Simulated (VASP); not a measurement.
Sr, 3 atoms in the cell. The cell holds a slab with vacuum, 3 atoms: a = 4.310 Å, b = 4.310 Å, c = 22.050 Å, α = 90.00°, β = 90.00°, γ = 120.00°. The slab is cut from a database's or a generator's crystal, which needn't be the stable form of the element.

| Property | Result |
| --- | --- |
| Program | VASP 6.6.1 |
| Task | work function |
| Functional | PW91 |
| Potentials or basis | VASP PAW PBE potentials, release 64 (Sr_sv) |
| Cutoff | 520 eV |
| k mesh | 7 × 7 × 1 |
| Occupations | fermi-dirac, width 0.05 eV |
| Spin | no spin polarisation |
| Dipole correction | yes |
| Further INCAR settings | ALGO = Normal; EDIFF = 1e-06 |

Potentials or basis: VASP PAW PBE potentials, release 64 (Sr_sv).

The run is started by

```bash
$ cat potpaw_PBE.64/Sr_sv/POTCAR > POTCAR
$ mpirun -np 1 vasp_std > vasp.out
```

Hardware: 1 thread of Intel(R) Xeon(R) Platinum 8488C (Sapphire Rapids), on a shared host.

Estimate the wall time of this run.

It took 79 s on 1 thread of Intel(R) Xeon(R) Platinum 8488C (Sapphire Rapids), on a shared host, peak memory 0.42 GiB. Counts: scf iterations 24, k points 8.
